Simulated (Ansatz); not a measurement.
The system is Bi.

```
Bi
1.0
     2.26750    1.30914    3.93800
    -2.26750    1.30914    3.93800
     0.00000   -2.61828    3.93800
Bi
2
Cartesian
  0.0000 0.0000 9.0495
  0.0000 0.0000 2.7645
```

Base run:

- Program: Ansatz 0.2.0
- Functional: PBEsol
- Potentials or basis: Ansatz PAW
- Cutoff: 420 eV
- Density cutoff: 1680 eV
- k mesh: 7 × 7 × 7
- Occupations: gaussian, width 0.02 eV
- Spin: no spin polarisation

Its results: band gap on the k mesh 0.26 eV, indirect (least direct gap 0.52 eV); pressure -0.4 GPa; largest force 0.128 eV/Å.

Problem. The run is repeated on the same cell with these changes: functional from PBEsol to LDA. What comes out?

Solution. Band gap on the k mesh 0.27 eV, indirect (least direct gap 0.52 eV); pressure -1.6 GPa; largest force 0.045 eV/Å.

LDA binds more tightly than PBEsol, so the same cell stands under less pressure.

Caveats: odd divisions of the mesh miss points on the zone boundary, where band edges often lie, so the gap on the mesh can be too wide; spin-orbit coupling is left out, which as a rule narrows the gap of such compounds by several tenths of an eV; the PAW data sets come from PBE, with cores solved anew for the run's functional, which leaves a small shift of forces and pressure.

A k mesh can miss the band edges.

Not every run made on this cell is shown here.
